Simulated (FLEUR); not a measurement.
Runs of FLEUR MaX-R8.1 (later development tree) on CoO. It takes space group P6_3mc (No. 186, hexagonal). Conventional cell: a = 3.198 Å, b = 3.198 Å, c = 5.229 Å, α = 90.00°, β = 90.00°, γ = 120.00°. Co (site symmetry 3m) is surrounded by 4 O at 1.93 to 1.97 Å. Around O (site symmetry 3m) lie 4 Co at 1.93 to 1.97 Å. Measurements of this composition are mostly on another form, of space group No. 225.

```tsv
U	gap on the mesh (eV)	moment (μB)
Co d U = 2 eV	0.17	6.00
Co d U = 0.0 eV	none	5.80
Co d U = 5 eV	(a)	6.00
Co d U = 3 eV	0.29	6.00
Co d U = 4 eV	(b)	6.00
```

Alike in all rows: task single point; level PBEsol+U; potentials or basis all-electron, FLAPW; spin collinear, ferromagnetic start; cell as given; k mesh 8 × 8 × 4; smearing fermi-dirac 0.05 eV; kmax 5.19 1/bohr.

Fill in the values left out.

(a) 0.54; (b) 0.42.

A k mesh can miss the band edges.

A gap of «none» marks a metal or a gap under the smearing width.

Runs at the PBE level aren't shown here.
